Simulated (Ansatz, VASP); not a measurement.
MgS: VASP beside Ansatz

```
Mg S
1.0
     2.58609    2.58609    0.00000
    -2.58609    2.58609    0.00000
     0.00000    2.58609    2.58609
Mg S
1 1
Direct
  0.00000 0.00000 0.00000
  0.50000 0.50000 0.00000
```

Alike in both runs: functional LDA; k mesh 8 × 8 × 8; no spin polarisation.

Ansatz relaxed the structure, and its values are those at the end. VASP's run is a single point on that final structure, the one shown.

```csv
,VASP,Ansatz
version,VASP 6.6.1,Ansatz 0.2.0
potentials or method,"VASP PAW LDA potentials, release 64 (Mg, S)","PAW with Ansatz's default frozen-core files, scalar-relativistic"
plane-wave cutoff (eV),520,420
occupations,"gaussian, width 0.01 eV",fixed
valence electrons in the cell,8,16
```

|  | VASP | Ansatz | Ansatz less VASP |
| --- | --- | --- | --- |
| gap on the k mesh at the Fermi level (eV) | 2.60 | 2.60 | +0.001 |
| pressure (GPa) | -2.6 | -2.0 | +0.58 |

The two sets of potentials don't hold the same shells in valence.

A k mesh can miss the band edges.
